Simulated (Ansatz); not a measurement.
Set up this calculation in Ansatz 0.2.0, as the native input.

| Property | Result |
| --- | --- |
| Task | projected density of states |
| Functional | PBEsol |
| Potentials or basis | Ansatz PAW |
| Cutoff | 420 eV (not typed: the program's choice for these potentials) |
| k mesh | 10 × 10 × 3 |
| Occupations | fermi-dirac, width 0.05 eV |
| Spin | no spin polarisation |
| Hubbard terms | Mo d U = 6 eV |
| Hubbard projectors | ortho-atomic (the default) |
| Double counting | fll (the default) |

The system is MoS2.

```xyz
6
Lattice="3.1690 0.0000 0.0000 -1.5845 2.7444 0.0000 0.0000 0.0000 12.3240" Properties=species:S:1:pos:R:3 pbc="T T T"
Mo    1.5845    0.9148    9.2430
Mo    0.0000    1.8296    3.0810
S     1.5845    0.9148    4.6461
S     0.0000    1.8296   10.8081
S     1.5845    0.9148    1.5159
S     0.0000    1.8296    7.6779
```

The input as run:

input.yaml

```yaml
crystal:
  lattice:
    - [3.169, 0.0, 0.0]
    - [-1.5845, 2.7444345046, 0.0]
    - [0.0, 0.0, 12.324]
  atoms:
    - { symbol: Mo, position: [0.6666666667, 0.3333333333, 0.75] }
    - { symbol: Mo, position: [0.3333333333, 0.6666666667, 0.25] }
    - { symbol: S, position: [0.6666666667, 0.3333333333, 0.377] }
    - { symbol: S, position: [0.3333333333, 0.6666666667, 0.877] }
    - { symbol: S, position: [0.6666666667, 0.3333333333, 0.123] }
    - { symbol: S, position: [0.3333333333, 0.6666666667, 0.623] }
hamiltonian:
  xc: pbesol
  pseudopotentials: { kind: paw }
  hubbard: { sites: [{ species: Mo, l: d, u_eff: 6.0 }] }
kpoints:
  mp_grid: { grid: [10, 10, 3] }
scf:
  occupations: { method: fermi_dirac, width: 0.05 }
  n_extra_bands: 15
output:
  forces: true
  stress: true
  eigenvalues: true
  dos: { projected: true, de: 0.05, nscf_kmesh: { grid: [15, 15, 5] } }
  write_density: true
  write_potential: true
  elf: true
  volumetric_format: npy
```

Potentials or basis: Ansatz PAW.

Launch:

```sh
$ ansatz run input.yaml --threads 2 --pin off --max-ram 5632MiB --backend cpu --events-out ev --progress --plain --runs-dir out
```

Results of the run:

```json
{
  "Pressure": "-2.8 GPa",
  "Largest force": "0.332 eV/Å",
  "Band gap on the k mesh": "0.98 eV, indirect (least direct gap 1.48 eV)"
}
```

Caveat: odd divisions of the mesh miss points on the zone boundary, where band edges often lie, so the gap on the mesh can be too wide; this functional lacks dispersion, which binds the layers, so the pressure and a relaxed spacing across them are unreliable; the PAW data sets come from PBE, with cores solved anew for the run's functional, which leaves a small shift of forces and pressure.

It took 25 s on 2 threads of Intel(R) Xeon(R) Processor @ 2.50GHz (Skylake/Cascade Lake), on a shared host, peak memory 0.63 GiB.
